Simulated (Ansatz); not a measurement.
# MnO: stress in a strained cell

Aim: deform MnO (equal xy, yz and zx engineering shear strains of -3 %) and compute stress, forces and field gradients with PAW.

Program: Ansatz 0.2.0. Level of theory: DFT PBEsol, scalar-relativistic. These are calculated values, not measurements.

4 further runs of the same task are left out: 4 that didn't finish.

## 1. The structure to begin with

It takes space group P6_3mc (No. 186, hexagonal). Conventional cell: a = 3.372 Å, b = 3.372 Å, c = 5.386 Å, α = 90.00°, β = 90.00°, γ = 120.00°. Around Mn (site symmetry 3m) lie 4 O at 1.96 to 2.08 Å. O (site symmetry 3m) has 4 Mn at 1.96 to 2.08 Å as nearest neighbours.

Structure file:

```xyz
4
Lattice="3.3717 0.0000 0.0000 -1.6859 2.9200 0.0000 0.0000 0.0000 5.3855" Properties=species:S:1:pos:R:3 pbc="T T T"
Mn    0.0000    1.9467    0.0590
Mn    1.6859    0.9733    2.7518
O     0.0000    1.9467    2.0221
O     1.6859    0.9733    4.7148
```

Atoms are numbered in the order of the input: Mn1, Mn2, O3, O4.

## 2. The deformed structure

Space group P6_3mc before, P1 after.

## 3. PAW on the default files

input.yaml

```yaml
crystal:
  lattice:
    - [3.3717009293, -0.0505755139, -0.0505755139]
    - [-1.7296501445, 2.9452664157, -0.0185119229]
    - [-0.0807825, -0.0807825, 5.3855]
  atoms:
    - { symbol: Mn, position: [0.3333333333, 0.6666666667, 0.01096], spin: 4.0 }
    - { symbol: Mn, position: [0.6666666667, 0.3333333333, 0.51096], spin: 4.0 }
    - { symbol: O, position: [0.3333333333, 0.6666666667, 0.37547] }
    - { symbol: O, position: [0.6666666667, 0.3333333333, 0.87547] }
magnetization:
  spin_polarized: true
kpoints:
  mp_grid: { grid: [14, 14, 8] }
scf:
  occupations: { method: fermi_dirac, width: 0.05 }
hamiltonian:
  xc: pbesol
  pseudopotentials: { kind: paw }
output:
  forces: true
  stress: true
  eigenvalues: true
  efg: { contact_densities: true }
  write_density: true
  write_potential: true
  elf: true
  volumetric_format: npy
```

Launch:

```
$ ansatz run input.yaml --threads 1 --pin off --max-ram 6144MiB --backend cpu --events-out ev --progress --plain --runs-dir out
```

**Question.** What will these runs give? Wanted: pressure; largest shear or deviatoric stress.

As calculated:

```
                                quantity          value
                                pressure  PAW -5.81 GPa
largest shear or deviatoric stress (PAW)       1.46 GPa
```

The largest part of the stress beyond the pressure is 1.46 GPa in size, in the xy component; the atoms are carried along and not relaxed. No run of the undeformed cell stands beside it, so the pressure holds what the given cell had before the change. Other magnetic orders may lie lower; this is the state that the run reached. No U acts on the open 3d shell, so the metal found here may be the functional's error.
